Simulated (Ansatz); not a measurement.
Input of an Ansatz 0.2.0 run:

File input.yaml:

```yaml
crystal:
  lattice:
    - [0.0, 2.5575, 2.5575]
    - [2.5575, 0.0, 2.5575]
    - [2.5575, 2.5575, 0.0]
  atoms:
    - { symbol: Hf, position: [0.0, 0.0, 0.0] }
    - { symbol: O, position: [0.75, 0.75, 0.75] }
    - { symbol: O, position: [0.25, 0.25, 0.25] }
hamiltonian:
  xc: pbe
  pseudopotentials: { kind: paw_fr }
magnetization:
  noncollinear: true
  spin_orbit: true
kpoints:
  mp_grid: { grid: [7, 7, 7] }
  band_path:
    path:
      - [[0.0, 0.0, 0.0], [0.5, 0.0, 0.5], [0.5, 0.25, 0.75], [0.375, 0.375, 0.75], [0.0, 0.0, 0.0], [0.5, 0.5, 0.5], [0.625, 0.25, 0.625], [0.5, 0.25, 0.75], [0.5, 0.5, 0.5], [0.375, 0.375, 0.75]]
      - [[0.625, 0.25, 0.625], [0.5, 0.0, 0.5]]
    npoints: 14
scf:
  occupations: { method: fermi_dirac, width: 0.05 }
  n_extra_bands: 7
output:
  forces: true
  stress: true
  eigenvalues: true
  fatbands: true
  write_density: true
  write_potential: true
  elf: true
  volumetric_format: npy
```

Potentials or basis: Ansatz PAW.

Run with:

```console
$ ansatz run input.yaml --threads 2 --pin off --max-ram 5632MiB --backend cpu --events-out ev --progress --plain --runs-dir out
```

Q: Estimate the pressure.

A: -2.7 GPa.

Q: What does it give for the band gap on the k mesh?

A: 3.90 eV, indirect (least direct gap 4.07 eV).

Q: What does it give for the band gap along the path?

A: 3.72 eV, direct.

Levels at the corners of the path, in eV from the valence-band top:
```csv
point,band 35,band 36,band 37,band 38,band 39,band 40,band 41,band 42
Γ,-0.56,-0.56,-0.56,-0.56,3.83,3.83,3.83,3.83
X,-1.51,-1.51,0.00,0.00,3.72,3.72,5.31,5.31
W,-1.40,-1.40,-0.20,-0.20,4.70,4.70,5.01,5.01
K,-1.33,-1.33,-0.33,-0.33,4.23,4.23,5.26,5.26
Γ,-0.56,-0.56,-0.56,-0.56,3.83,3.83,3.83,3.83
L,-1.91,-1.91,-1.69,-1.69,4.39,4.39,4.63,4.63
U,-1.33,-1.33,-0.33,-0.33,4.23,4.23,5.26,5.26
W,-1.40,-1.40,-0.20,-0.20,4.70,4.70,5.01,5.01
L,-1.91,-1.91,-1.69,-1.69,4.39,4.39,4.63,4.63
K,-1.33,-1.33,-0.33,-0.33,4.23,4.23,5.26,5.26
U,-1.33,-1.33,-0.33,-0.33,4.23,4.23,5.26,5.26
X,-1.51,-1.51,0.00,0.00,3.72,3.72,5.31,5.31
```

Caveat: the k mesh misses the band edges, so the gap on the mesh is wider than the one along the path; the pressure holds a Pulay correction of +0.8 GPa for the finite cutoff. A hybrid or GW would open this gap; PBE tends to underestimate it.
